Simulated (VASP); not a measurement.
# free-standing triangular V monolayer, spacing 3.002 A: fixed spin moments, part 3 of 3

What does it cost to change the moment of free-standing triangular V monolayer, spacing 3.002 A?

VASP 6.6.1, plane waves and PAW; the level of theory is named at each step.

Still holding for the runs below: The cell holds one magnetic atom, so no antiferromagnetic order fits into it.

So far. Step 6 (Fixed spin moment, fixed moment 2.57): Energy at zero smearing: -11.33260 eV.

## 7. Fixed spin moment, fixed moment 3.43

Level of this step: r2SCAN, spin-polarised, total moment fixed; plane waves and PAW (V_sv) (VASP).

File INCAR:

```
SYSTEM = V
PREC = Normal
ENCUT = 350
EDIFF = 1E-06
NELM = 150
ISMEAR = 1
SIGMA = 0.05
LREAL = .FALSE.
ALGO = Normal
METAGGA = R2SCAN
LASPH = .TRUE.
NBANDS = 13
ISPIN = 2
MAGMOM = 3.43
LMAXMIX = 4
LORBIT = 11
LWAVE = .FALSE.
LCHARG = .FALSE.
KPAR = 2
AMIX = 0.2
BMIX = 1E-04
AMIX_MAG = 0.8
BMIX_MAG = 1E-04
NUPDOWN = 3.43
```

File POSCAR:

```
V
1.0
    3.0020000000      0.0000000000      0.0000000000
   -1.5010000000      2.5998080000      0.0000000000
    0.0000000000      0.0000000000     14.0000000000
V
1
Direct
    0.0000000000      0.0000000000      0.5000000000
```

File KPOINTS:

```
Automatic mesh
0
Gamma
12 12 1
0 0 0
```

PAW data sets: V_sv (PBE family, release 64).

Run with:

```bash
$ mpirun -np 2 vasp_std
```

Log:

```text
[... set-up lines as in an earlier step ...]
 entering main loop
       N       E                     dE             d eps       ncg     rms          rms(c)
DAV:   1     0.504308782639E+02    0.50431E+02   -0.72130E+03  1345   0.557E+02
DAV:   2    -0.135189259320E+02   -0.63950E+02   -0.62210E+02  1098   0.211E+02
DAV:   3    -0.145606999849E+02   -0.10418E+01   -0.10041E+01  1186   0.296E+01
DAV:   4    -0.145699861814E+02   -0.92862E-02   -0.92728E-02  1083   0.286E+00
[...]
DAV:  18    -0.116712527631E+02    0.37941E-04   -0.58195E-06   998   0.269E-02    0.112E-03
DAV:  19    -0.116712178692E+02    0.34894E-04   -0.25112E-06   988   0.139E-02    0.670E-04
DAV:  20    -0.116712178074E+02    0.61804E-07   -0.39067E-07   798   0.760E-03
   1 F= -.11671218E+02 E0= -.11671158E+02  d E =-.178736E-03  mag=     3.4300
```

It took 35 s on 2 MPI ranks of Intel Xeon 6975P-C (Granite Rapids), shared host; peak memory 0.29 GiB; 68 s of CPU time.

Parts of OUTCAR (step 7):

```text
  Total       -2.0709790     -2.0709786     -0.0762129      0.0000000     -0.0000000      0.0000000
  in kB      -30.3673066    -30.3673004     -1.1175291      0.0000000     -0.0000000      0.0000000
  external PRESSURE =     -20.6173787 kB  Pullay stress =       0.0000000 kB

  FREE ENERGIE OF THE ION-ELECTRON SYSTEM (eV)
  ---------------------------------------------------
  free  energy   TOTEN  =       -11.6712178074 eV

  energy  without entropy=      -11.6710390717  energy(sigma->0) =      -11.67115823

 magnetization (x)
# of ion       s       p       d       tot
------------------------------------------
    1        0.042   0.053   2.563   2.658

[... 3 parts as in an earlier step ...]

[... 1 further part left out ...]
[key lines of the parts left out:]
E-fermi :  -2.1030
```

Spin moment in the PAW sphere by atom:

```
atom  spin moment in the PAW sphere (μB)
  V1                                2.66
```

Energy at zero smearing: -11.67116 eV.

## 8. Fixed spin moment, fixed moment 4.28

Changes to INCAR since step 7:

```diff
@@ -13,3 +13,3 @@
 ISPIN = 2
-MAGMOM = 3.43
+MAGMOM = 4.28
 LMAXMIX = 4
@@ -23,2 +23,2 @@
 BMIX_MAG = 1E-04
-NUPDOWN = 3.43
+NUPDOWN = 4.28
```

POSCAR is that of step 7.

KPOINTS is that of step 7.

Run with:

```bash
$ mpirun -np 2 vasp_std
```

Log:

```text
[... set-up lines as in an earlier step ...]
 entering main loop
       N       E                     dE             d eps       ncg     rms          rms(c)
DAV:   1     0.531641869169E+02    0.53164E+02   -0.72219E+03  1345   0.558E+02
DAV:   2    -0.125604349379E+02   -0.65725E+02   -0.64101E+02  1073   0.212E+02
DAV:   3    -0.136251634247E+02   -0.10647E+01   -0.10352E+01  1212   0.301E+01
DAV:   4    -0.136339952029E+02   -0.88318E-02   -0.88181E-02  1098   0.277E+00
[...]
DAV:   8    -0.116315747874E+02   -0.14128E-01   -0.41148E-02  1033   0.209E+00    0.904E-01
DAV:   9    -0.116660404459E+02   -0.34466E-01   -0.21848E-02  1058   0.121E+00    0.526E-01
DAV:  10    -0.116800191518E+02   -0.13979E-01   -0.46465E-02  1098   0.209E+00    0.643E-01
[... 130 further cycles ...]
DAV: 141    -0.116795293400E+02    0.85219E-04   -0.76889E-06   988   0.333E-02    0.462E-04
DAV: 142    -0.116796361408E+02   -0.10680E-03   -0.80780E-06   988   0.335E-02    0.484E-04
DAV: 143    -0.116795512632E+02    0.84878E-04   -0.75486E-06   988   0.332E-02    0.469E-04
DAV: 144    -0.116795785312E+02   -0.27268E-04   -0.69899E-06   988   0.287E-02    0.461E-04
[...]
DAV: 148    -0.116795972366E+02   -0.64852E-04   -0.76587E-06   988   0.321E-02    0.472E-04
DAV: 149    -0.116795378501E+02    0.59386E-04   -0.69870E-06   988   0.314E-02    0.470E-04
DAV: 150    -0.116796454614E+02   -0.10761E-03   -0.10128E-05   988   0.380E-02
 -----------------------------------------------------------------------------
|                                                                             |
|           W    W    AA    RRRRR   N    N  II  N    N   GGGG   !!!           |
|           W    W   A  A   R    R  NN   N  II  NN   N  G    G  !!!           |
|           W    W  A    A  R    R  N N  N  II  N N  N  G       !!!           |
|           W WW W  AAAAAA  RRRRR   N  N N  II  N  N N  G  GGG   !            |
|           WW  WW  A    A  R   R   N   NN  II  N   NN  G    G                |
|           W    W  A    A  R    R  N    N  II  N    N   GGGG   !!!           |
|                                                                             |
|     The electronic self-consistency was not achieved in the given           |
|     number of steps (NELM). The forces and other quantities evaluated       |
|     might not be reliable so examine the results carefully. If you find     |
|     spurious results, we suggest increasing NELM, if you were close to      |
|     convergence or switching to a different ALGO or adjusting the           |
|     density mixing parameters otherwise.                                    |
|                                                                             |
 -----------------------------------------------------------------------------

   1 F= -.11679645E+02 E0= -.11679463E+02  d E =-.546876E-03  mag=     4.2800
```

Run time: 2.4 min. Hardware: 2 MPI ranks; peak memory 0.3 GiB.

From OUTCAR (step 8):

```text
 spin component 1
 k-point     1 :       0.0000    0.0000    0.0000
  band No.  band energies     occupation
    ...
      5      -7.9791      1.00000
      6      -3.8641      1.00000
      7      -3.2114      1.00000
      8      -3.2112      1.00000
      9      -2.6032      1.00000
     10      -1.6369     -0.00000
     11      -1.6367     -0.00000
     12       1.7078      0.00000
     13       2.7234      0.00000

 k-point     2 :       0.0833    0.0000    0.0000
  band No.  band energies     occupation
    ...
      5      -7.7847      1.00000
      6      -3.8022      1.00000
      7      -3.3070      1.00000
      8      -3.1071      1.00000
      9      -2.7903      1.00000
     10      -1.6613     -0.00000
     11      -1.3546     -0.00000
     12       1.8525      0.00000
     13       2.8989      0.00000

  Total       -1.1960015     -1.1960013     -0.0759395      0.0000000     -0.0000000      0.0000000
  in kB      -17.5372835    -17.5372800     -1.1135207      0.0000000     -0.0000000      0.0000000
  external PRESSURE =     -12.0626947 kB  Pullay stress =       0.0000000 kB

  FREE ENERGIE OF THE ION-ELECTRON SYSTEM (eV)
  ---------------------------------------------------
  free  energy   TOTEN  =       -11.6796454614 eV

  energy  without entropy=      -11.6790985854  energy(sigma->0) =      -11.67946317

 magnetization (x)
# of ion       s       p       d       tot
------------------------------------------
    1        0.092   0.102   2.934   3.128

[... 9 parts as in an earlier step ...]

[... 16 further parts left out ...]
[key lines of the parts left out:]
E-fermi :  -2.7410
```

The electronic loop did not meet EDIFF within NELM cycles, so this run is left out of the comparison.

## 9. Fixed spin moment, fixed moment 5.14

Changes to INCAR since step 8:

```diff
@@ -13,3 +13,3 @@
 ISPIN = 2
-MAGMOM = 4.28
+MAGMOM = 5.14
 LMAXMIX = 4
@@ -23,2 +23,2 @@
 BMIX_MAG = 1E-04
-NUPDOWN = 4.28
+NUPDOWN = 5.14
```

POSCAR is that of step 8.

KPOINTS is that of step 8.

Run with:

```bash
$ mpirun -np 2 vasp_std
```

Log:

```text
[... set-up lines as in an earlier step ...]
 entering main loop
       N       E                     dE             d eps       ncg     rms          rms(c)
DAV:   1     0.588444448777E+02    0.58844E+02   -0.71282E+03  1345   0.562E+02
DAV:   2    -0.845414342042E+01   -0.67299E+02   -0.65899E+02  1078   0.213E+02
DAV:   3    -0.956588989280E+01   -0.11117E+01   -0.10848E+01  1215   0.306E+01
DAV:   4    -0.957453934783E+01   -0.86495E-02   -0.86399E-02  1073   0.272E+00
[...]
DAV:   8    -0.740674585347E+01    0.60618E-01   -0.71582E-02  1139   0.180E+00    0.111E+00
DAV:   9    -0.845257684963E+01   -0.10458E+01   -0.27049E-01  1063   0.400E+00    0.675E-01
DAV:  10    -0.875244591924E+01   -0.29987E+00   -0.30238E-01  1141   0.279E+00    0.144E-01
[... 130 further cycles ...]
DAV: 141    -0.876871026039E+01   -0.13779E-03   -0.89907E-05   988   0.959E-02    0.147E-03
DAV: 142    -0.876857221584E+01    0.13804E-03   -0.89237E-05   988   0.951E-02    0.142E-03
DAV: 143    -0.876870759278E+01   -0.13538E-03   -0.88208E-05   988   0.949E-02    0.145E-03
DAV: 144    -0.876857733050E+01    0.13026E-03   -0.87965E-05   988   0.939E-02    0.141E-03
[...]
DAV: 148    -0.876857208316E+01    0.13689E-03   -0.88842E-05   988   0.949E-02    0.142E-03
DAV: 149    -0.876871170183E+01   -0.13962E-03   -0.90127E-05   988   0.960E-02    0.147E-03
DAV: 150    -0.876857829246E+01    0.13341E-03   -0.89520E-05   988   0.947E-02
 [... a notice as in an earlier step ...]

   1 F= -.87685783E+01 E0= -.87681449E+01  d E =-.130004E-02  mag=     5.1400
```

Wall time 3.8 min (2 MPI ranks); peak memory 0.3 GiB.

OUTCAR, selected parts (step 9):

```text
 spin component 1
 k-point     1 :       0.0000    0.0000    0.0000
  band No.  band energies     occupation
    ...
      5      -8.1972      1.00000
      6      -3.3699      1.00000
      7      -2.7916      1.00000
      8      -2.7915      1.00000
      9      -2.6686      1.00000
     10      -1.3987     -0.00000
     11      -1.3985     -0.00000
     12       1.6715      0.00000
     13       2.6263      0.00000

 k-point     2 :       0.0833    0.0000    0.0000
  band No.  band energies     occupation
    ...
      5      -8.0013      1.00000
      6      -3.3002      1.00000
      7      -2.9021      1.00000
      8      -2.8030      1.00000
      9      -2.6810      1.00000
     10      -1.4247     -0.00003
     11      -1.1756     -0.00000
     12       1.8146      0.00000
     13       2.8044      0.00000

  Total       -0.4309062     -0.4309061     -0.0641291      0.0000000     -0.0000000      0.0000000
  in kB       -6.3184907     -6.3184894     -0.9403420      0.0000000     -0.0000000      0.0000000
  external PRESSURE =      -4.5257741 kB  Pullay stress =       0.0000000 kB

  FREE ENERGIE OF THE ION-ELECTRON SYSTEM (eV)
  ---------------------------------------------------
  free  energy   TOTEN  =        -8.7685782925 eV

  energy  without entropy=       -8.7672782481  energy(sigma->0) =       -8.76814494

 magnetization (x)
# of ion       s       p       d       tot
------------------------------------------
    1        0.169   0.194   3.227   3.590

[... 9 parts as in an earlier step ...]

[... 16 further parts left out ...]
[key lines of the parts left out:]
E-fermi : -37.4715
```

The electronic loop did not meet EDIFF within NELM cycles, so this run is left out of the comparison.

## 10. Fixed spin moment, fixed moment 5.99

Changes to INCAR since step 9:

```diff
@@ -13,3 +13,3 @@
 ISPIN = 2
-MAGMOM = 5.14
+MAGMOM = 5.99
 LMAXMIX = 4
@@ -23,2 +23,2 @@
 BMIX_MAG = 1E-04
-NUPDOWN = 5.14
+NUPDOWN = 5.99
```

POSCAR is that of step 9.

KPOINTS is that of step 9.

Run with:

```bash
$ mpirun -np 2 vasp_std
```

Log:

```text
[... set-up lines as in an earlier step ...]
 entering main loop
       N       E                     dE             d eps       ncg     rms          rms(c)
DAV:   1     0.729372901700E+02    0.72937E+02   -0.70961E+03  1345   0.564E+02
DAV:   2     0.646663150498E+01   -0.66471E+02   -0.64832E+02  1078   0.208E+02
DAV:   3     0.531274728969E+01   -0.11539E+01   -0.11403E+01  1233   0.306E+01
DAV:   4     0.530379102308E+01   -0.89563E-02   -0.89269E-02  1103   0.268E+00
[...]
DAV:  15     0.624379844782E+01   -0.11932E-02   -0.64128E-04  1013   0.146E-01    0.716E-03
DAV:  16     0.624377486059E+01   -0.23587E-04   -0.12418E-05  1028   0.383E-02    0.246E-03
DAV:  17     0.624377549992E+01    0.63933E-06   -0.53799E-06  1035   0.272E-02
   1 F= 0.62437755E+01 E0= 0.62459931E+01  d E =-.665274E-02  mag=     5.9900
```

The job ended after 30 s (2 MPI ranks; peak memory 0.29 GiB; 58 s of CPU time).

Parts of OUTCAR (step 10):

```text
  Total        0.2787505      0.2787504     -0.0920021     -0.0000000      0.0000000      0.0000000
  in kB        4.0873908      4.0873900     -1.3490516     -0.0000000      0.0000000      0.0000000
  external PRESSURE =       2.2752431 kB  Pullay stress =       0.0000000 kB

  FREE ENERGIE OF THE ION-ELECTRON SYSTEM (eV)
  ---------------------------------------------------
  free  energy   TOTEN  =         6.2437754999 eV

  energy  without entropy=        6.2504282365  energy(sigma->0) =        6.24599308

 magnetization (x)
# of ion       s       p       d       tot
------------------------------------------
    1        0.170   0.614   3.679   4.462

[... 3 parts as in an earlier step ...]

[... 1 further part left out ...]
[key lines of the parts left out:]
E-fermi : -36.1381
```

Spin moment in the PAW sphere by atom:

| atom | spin moment in the PAW sphere (μB) |
| --- | --- |
| V1 | 4.46 |

Energy at zero smearing: 6.24599 eV.

## 11. Summary

This step: fixed spin moments, r2SCAN; plane waves and PAW (VASP 6.6.1).

Derived from the runs above.

This step gave:

```yaml
free_moment: 3.996 μB
magnetic_energy: 1111 meV/magnetic atom
```

Energy above the free run against moment of the cell:

```
moment of the cell (μB)  energy above the free run (meV/magnetic atom)
                   0.00                                           1111
                   0.86                                           1018
                   1.71                                            767
                   2.57                                            378
                   3.43                                           39.7
                   5.99                                          17957
```

## 12. What came out

| Item | Value |
| --- | --- |
| free moment | 4.00 μB |

Left free, the cell holds 4.00 μB. Forcing 5.99 μB costs 17957 meV for each atom counted as magnetic, from the free run. So large a cost means that deeper shells were emptied, and says little of magnetism. The free state lies below the one held at no total moment, by the amount in the table.

[Lines on the potential files, build, host, timing and source positions are cut from VASP's logs without a mark.]

[Logs are printed without paths, hosts, clocks, repeated set-up lines and the standing remarks that a program may print on its own settings, such as how far it seeks lower states.]

[Hosts, paths, dates, database ids (printed as entryN), source tags and the programs' standing remarks are cut or masked in the printed files.]

[In band tables of VASP the shares of atoms and orbitals are scaled to a sum of 1 inside the atoms' spheres.]

[Runs that stopped without an error message from VASP are left out.]
